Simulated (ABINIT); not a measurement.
KBr:

```
CELL_PARAMETERS angstrom
0.00000 3.30000 3.30000
3.30000 0.00000 3.30000
3.30000 3.30000 0.00000
ATOMIC_POSITIONS crystal
Br 0.50000 0.50000 0.50000
K 0.00000 0.00000 0.00000
```

Base run:

```yaml
Program: ABINIT 10.8.3 (patched build)
Functional: PBEsol
Potentials_or_basis: JTH PAW PBE v2.0
Cutoff: 435 eV
k_mesh: 7 × 7 × 7
Occupations: fermi-dirac, width 0.05 eV
Spin: no spin polarisation
```

Its results: band gap on the k mesh 4.28 eV, direct; pressure -0.3 GPa.

Q: After a change of settings the same cell gave: band gap on the k mesh 4.12 eV, direct; pressure -0.3 GPa. Which change was it?
A. spin from no spin polarisation to spin-orbit coupling, no magnetisation
B. functional from PBEsol to SOGGA
C. functional from PBEsol to RPBE; spin from no spin polarisation to spin-orbit coupling, no magnetisation
D. potentials or basis from JTH PAW PBE v2.0 to PseudoDojo NC SR PBEsol v0.4.1 standard; cutoff from 435 eV to 1007 eV

A: A.

Spin-orbit coupling splits the band edges, which narrows the gap.

Caveats: the PAW data sets were made with another functional, which shifts forces and pressure a little.

Runs at the PBE level aren't shown here.
